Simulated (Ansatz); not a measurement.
BaS: experiment and calculation

**What was measured.**

From “High temperature equilibrium of 3D and 2D chalcogenide perovskites”, 2022, arxiv:2212.01429, for a bulk crystal of BaS: lattice constant a 6.387 Å.

A printed reference work, monograph, original work of 1988 reports, for a bulk crystal of BaS at 2 K: band gap 3.806 eV (indirect).

The results are compared with them further down.

The calculation used DFT r2SCAN, scalar-relativistic, plane waves, PAW in Ansatz.

Plane waves to 500 eV, a k mesh through Γ of 6×6×6 on the computed 2-atom cell and Gaussian smearing (0.02 eV); no spin polarisation.

Relaxed structure, symmetry kept:

```cif
data_structure
_symmetry_space_group_name_H-M 'Fm-3m'
_symmetry_Int_Tables_number 225
_cell_length_a 6.4254
_cell_length_b 6.4254
_cell_length_c 6.4254
_cell_angle_alpha 90.000
_cell_angle_beta 90.000
_cell_angle_gamma 90.000
_cell_volume 265.28
loop_
_atom_site_label
_atom_site_type_symbol
_atom_site_symmetry_multiplicity
_atom_site_Wyckoff_symbol
_atom_site_fract_x
_atom_site_fract_y
_atom_site_fract_z
_atom_site_occupancy
Ba1 Ba 4 a 0.00000 0.00000 0.00000 1
S1 S 4 b 0.50000 0.00000 0.00000 1
```

| Quantity | Value |
| --- | --- |
| Space group | Fm-3m (No. 225) |
| Volume per atom | 33.16 Å³ |
| Formation energy from the elements' standard states (uncorrected) | -2.428 eV/atom |
| Generalised Kohn–Sham band gap | 2.58 eV, indirect from Γ to X |
| Löwdin character of the top 1 eV of the valence band | S 3p 92 %, unprojected 5 % |
| Electron masses at the edge by Cartesian direction of the standard setting (m_e; degenerate bands sorted by energy; no spin-orbit coupling) | x: 1.3; y: 0.34; z: 0.34 |
| Hole masses at the edge by Cartesian direction of the standard setting (m_e; degenerate bands sorted by energy; no spin-orbit coupling) | x: 2.8, 2.8, 0.24; y: 2.8, 2.8, 0.24; z: 2.8, 2.8, 0.24 |
| Bulk modulus | 45 GPa |
| Its pressure derivative | 4.4 |
| Bader charges (e) | Ba (1 in the cell) 1.47, S (1 in the cell) -1.47 |

Spin-orbit coupling is left out, which matters for the bands of heavy elements.

Against the measured lattice constant a of BaS, 6.387 Å (quoted in the paper above), the calculated 6.425 Å is off by +0.6 %. The calculation is for 0 K without zero-point motion. Against the measured band gap of BaS, 3.806 eV (indirect; 2 K; a printed reference work, monograph, original work of 1988), the calculated 2.58 eV is off by -1.23 eV. Kohn–Sham gaps of semilocal functionals fall short of measured ones as a rule; spin-orbit coupling, left out here, would usually lower the calculated gap of a compound with heavy elements.